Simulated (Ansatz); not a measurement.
The system is BaZrO3.

```
Ba Zr O
1.0
     4.19134    0.00000    0.00000
     0.00000    4.19134    0.00000
     0.00000    0.00000    4.19134
Ba Zr O
1 1 3
Cartesian
  0.0000 0.0000 0.0000
  2.0957 2.0957 2.0957
  2.0957 2.0957 0.0000
  2.0957 0.0000 2.0957
  0.0000 2.0957 2.0957
```

| Property | Result |
| --- | --- |
| Program | Ansatz 0.2.0 |
| Task | relaxation of cell and atoms |
| Functional | BLYP |
| Dispersion | D4 |
| Potentials or basis | Ansatz PAW |
| Cutoff | 420 eV (not typed: the program's choice for these potentials) |
| k mesh | 6 × 6 × 6 |
| Occupations | fermi-dirac, width 0.05 eV |
| Spin | no spin polarisation |

At the start: volume 14.73 Å³/atom.

Q: Where does the relaxation end?

A: It ends after 7 steps and the volume is 15.16 Å³/atom (+3.0 %); space group Pm-3m (No. 221, to 0.05 Å).

The path:
```tsv
step	energy change (eV)	largest force (eV/Å)	volume (Å³)
1	0.0000	0.0000	73.63
2	-0.0102	0.0000	76.82
3	-0.0217	0.0000	75.76
4	-0.0219	0.0000	75.71
5	-0.0306	0.0000	75.71
6	-0.0304	0.0000	75.80
7	-0.0306	0.0000	75.80
```

Final structure:
```
Ba Zr O
1.0
     4.23218    0.00000    0.00000
     0.00000    4.23218    0.00000
     0.00000    0.00000    4.23218
Ba Zr O
1 1 3
Cartesian
  0.0000 0.0000 0.0000
  2.1161 2.1161 2.1161
  2.1161 2.1161 0.0000
  2.1161 0.0000 2.1161
  0.0000 2.1161 2.1161
```

Caveat: the plane-wave basis is chosen anew once the cell has moved, so the energies of steps on either side of that aren't comparable; the pressure holds a Pulay correction of +0.6 GPa for the finite cutoff; the PAW data sets come from PBE, with cores solved anew for the run's functional, which leaves a small shift of forces and pressure.
